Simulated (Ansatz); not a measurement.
# Hf: the cost of one run

Program: Ansatz 0.2.0. Level of theory: DFT PBE, scalar-relativistic, plane waves, PAW. These are calculated values, not measurements.

### 1 The structure to begin with

Symmetry: I4_1/amd, No. 141, tetragonal system. The conventional cell has a = 5.513 Å, b = 5.513 Å, c = 3.008 Å, α = 90.00°, β = 90.00°, γ = 90.00°. Around Hf (site symmetry -4m2) lie 6 Hf at 2.86 to 3.01 Å.

Coordinates:

```
CELL_PARAMETERS angstrom
-2.75662 2.75662 1.50378
2.75662 -2.75662 1.50378
2.75662 2.75662 -1.50378
ATOMIC_POSITIONS crystal
Hf 0.00000 0.00000 0.00000
Hf 0.75000 0.25000 0.50000
```

This is candidate A: beta-tin type (I4_1/amd, No. 141).

(A quick probe on a coarse mesh, which set the mesh and smearing, is not shown.)

### 3 Full relaxation (candidate A)

File input.yaml:

```yaml
crystal:
  lattice:
    - [-2.7566158009, 2.7566158009, 1.503784805]
    - [2.7566158009, -2.7566158009, 1.503784805]
    - [2.7566158009, 2.7566158009, -1.503784805]
  atoms:
    - { symbol: Hf, position: [0.0, 0.0, 0.0] }
    - { symbol: Hf, position: [0.75, 0.25, 0.5] }
basis:
  ecutwfc: 420
kpoints:
  mp_grid: { grid: [20, 20, 20] }
hamiltonian:
  xc: pbe
scf:
  occupations: { method: gaussian, width: 0.1 }
output:
  forces: true
  stress: true
  eigenvalues: true
relax:
  adjacent_minimum: "off"
  f_tol: 0.01
  max_steps: 80
  cell: { stress_tol: 0.05 }
```

What time and memory should one allow on 1 thread of an x86-64 CPU, shared host?

About 3 min, with a peak of 0.99 GiB.
